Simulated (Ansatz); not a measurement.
Something may be wrong with this Ansatz 0.2.0 calculation of TiSi2.

The input input.yaml:

```yaml
crystal:
  lattice:
    - [-1.472872, 1.71213, 4.212083]
    - [1.472872, -1.71213, 4.212083]
    - [1.472872, 1.71213, -4.212083]
  atoms:
    - { symbol: Ti, position: [0.0, 0.0, 0.0] }
    - { symbol: Si, position: [0.670078, 0.670078, 0.0] }
    - { symbol: Si, position: [0.329922, 0.329922, 0.0] }
hamiltonian:
  xc: pbesol
  pseudopotentials: { kind: paw }
kpoints:
  mp_grid: { grid: [12, 12, 12] }
scf:
  occupations: { method: fermi_dirac, width: 0.05 }
  max_iter: 50
output:
  forces: true
  stress: true
  eigenvalues: true
relax:
  f_tol: 0.01
  max_steps: 40
  cell: { stress_tol: 0.05 }
basis:
  ecutwfc: "30 meV"
```

Potentials or basis: Ansatz PAW.

Launch:

```console
$ ansatz run input.yaml --threads 2 --pin off --max-ram 5632MiB --backend cpu --events-out ev --progress --plain --runs-dir out
```

Output:

```text
Error: inconsistent input (basis.ecutwfc, kpoints): the smallest per-k basis holds n_pw = 0 plane waves (k-point 1, counted from 0 among those solved) but the deck needs at least 11 band(s) per channel, and no run solves more bands than the smallest per-k basis has plane waves; raise basis.ecutwfc until the smallest per-k basis, which caps the automatic band count, holds at least 11 plane waves
```

Q: How did it end, and where is the flaw?

A: The input was rejected before any iteration. The input holds a flaw that was put in on purpose: a cutoff in the wrong unit (basis.ecutwfc = 30 meV).

A sound run on the same cell differs in these lines of the main input:
```diff
@@ -17 +16,0 @@
-  max_iter: 50
@@ -26,2 +24,0 @@
-basis:
-  ecutwfc: "30 meV"
```
